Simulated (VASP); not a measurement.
Write the native input for VASP 6.6.1 that does the following.

| Property | Result |
| --- | --- |
| Task | single point |
| Functional | LDA |
| Potentials or basis | VASP PAW LDA potentials, release 64 (Hg, Se) |
| Cutoff | 520 eV |
| k mesh | 9 × 9 × 9 |
| Occupations | fermi-dirac, width 0.02 eV |
| Spin | no spin polarisation |
| Dipole correction | no |
| Further INCAR settings | ALGO = Fast; EDIFF = 1e-07; NBANDS = 16 |

The structure of HgSe lies in POSCAR:

```
HgSe
1.0
    0.0000000000      3.0360000000      3.0360000000
    3.0360000000      0.0000000000      3.0360000000
    3.0360000000      3.0360000000      0.0000000000
Hg Se
1 1
Direct
    0.0000000000      0.0000000000      0.0000000000
    0.7500000000      0.7500000000      0.7500000000
```

The input as run:

INCAR

```
PREC     = Accurate       # precision mode
ENCUT    = 520            # plane-wave cutoff, eV
EDIFF    = 1E-7           # SCF threshold, eV
ISMEAR   = -1             # smearing method
SIGMA    = 0.02           # smearing width, eV
LREAL    = F              # projectors in reciprocal space
LASPH    = T              # aspherical terms in the spheres
NELM     = 100            # most SCF steps
ALGO     = Fast           # electronic algorithm
ISIF     = 2              # what is computed and relaxed
LWAVE    = F              # write WAVECAR
LCHARG   = F              # write CHGCAR
NBANDS   = 16             # bands
```

KPOINTS

```
Automatic mesh
0
Gamma
  9 9 9
```

Potentials or basis: VASP PAW LDA potentials, release 64 (Hg, Se).

The run is started by

```bash
$ cat potpaw_LDA.64/Hg/POTCAR potpaw_LDA.64/Se/POTCAR > POTCAR
$ mpirun -np 1 vasp_std > vasp.out
```

Results of the run:

```yaml
Pressure: 0.3 GPa
Band_gap_on_the_k_mesh: none (metal or under the smearing width)
```

Wall time 9 s on 1 thread of Intel(R) Xeon(R) 6975P-C (Granite Rapids), with other jobs on the host, peak memory 0.17 GiB.
